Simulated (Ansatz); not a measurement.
This script for Ansatz's Python interface starts 2 runs on AlAs, space group F-43m. What input does the engine get in each?

`run_soc.py`
```python
"""What spin-orbit coupling does to the bands of AlAs."""

import warnings

import ansatz as az

warnings.simplefilter("ignore", az.DeckWarning)

crystal = (
    az.Lattice.of([0.0, 2.8304, 2.8304], [2.8304, 0.0, 2.8304], [2.8304, 2.8304, 0.0])
    .atom("Al", [0.0, 0.0, 0.0])
    .atom("As", [0.25, 0.25, 0.25])
)

setup = crystal.calculation()
setup = setup.basis(18 * az.Ha)
setup = setup.functional("lda")
setup = setup.occupations("Marzari-Vanderbilt", width=0.02)
setup = setup.kpoints(6, 6, 6)
setup = setup.band_table()
for label, variant in (("scalar-relativistic", setup), ("spin-orbit", setup.spin(soc=True))):
    report = variant.run(threads=1, backend="cpu").report
    zero = report["band_edges_ev"][0] if report.get("band_edges_ev") else report["fermi_energy_ev"]
    near = [round(e - zero, 3) for e in report["eigenvalues_ev"][0] if abs(e - zero) < 3]
    print(label)
    print("  band edges (eV):", [round(e, 3) for e in report.get("band_edges_ev") or []] or "none reported")
    print("  levels at k =", report["kpoints_frac"][0], "within 3 eV of the zero:", near)
```

Run 1:
```yaml
crystal:
  lattice:
    - [0.0, 2.8304, 2.8304]
    - [2.8304, 0.0, 2.8304]
    - [2.8304, 2.8304, 0.0]
  atoms:
    - { symbol: Al, position: [0.0, 0.0, 0.0] }
    - { symbol: As, position: [0.25, 0.25, 0.25] }
basis:
  ecutwfc: 489.804952427784
kpoints:
  mp_grid:
    grid: [6, 6, 6]
hamiltonian:
  xc: lda
scf:
  occupations:
    method: cold
    width: 0.02
output:
  eigenvalues: true
```

Run 2, against run 1:
```diff
+magnetization:
+  noncollinear: true
+  spin_orbit: true
```

```console
$ python run_soc.py
scalar-relativistic
  band edges (eV): [6.127, 7.472]
  levels at k = [0.0, 0.0, 0.0] within 3 eV of the zero: [-0.0, -0.0, 0.0, 1.846]
spin-orbit
  band edges (eV): [6.228, 7.472]
  levels at k = [0.0, 0.0, 0.0] within 3 eV of the zero: [-0.311, -0.311, -0.0, -0.0, -0.0, 0.0, 1.747, 1.747]
```

The computed bands are complete only to about 3.5 eV above the Fermi level. The structure is a deposited one; some such entries were measured under pressure or heat, so a shift against it needn't be the functional's error alone. Gaps and levels are Kohn-Sham values on a finite set of k-points. With spin-orbit coupling each level holds one electron and, with inversion or at time-reversal points, comes in pairs; a window in energy can cut a split set. Run time: 4.6 s on 1 thread of Intel(R) Xeon(R) Processor @ 2.30GHz (shared host), peak memory 0.6 GiB.
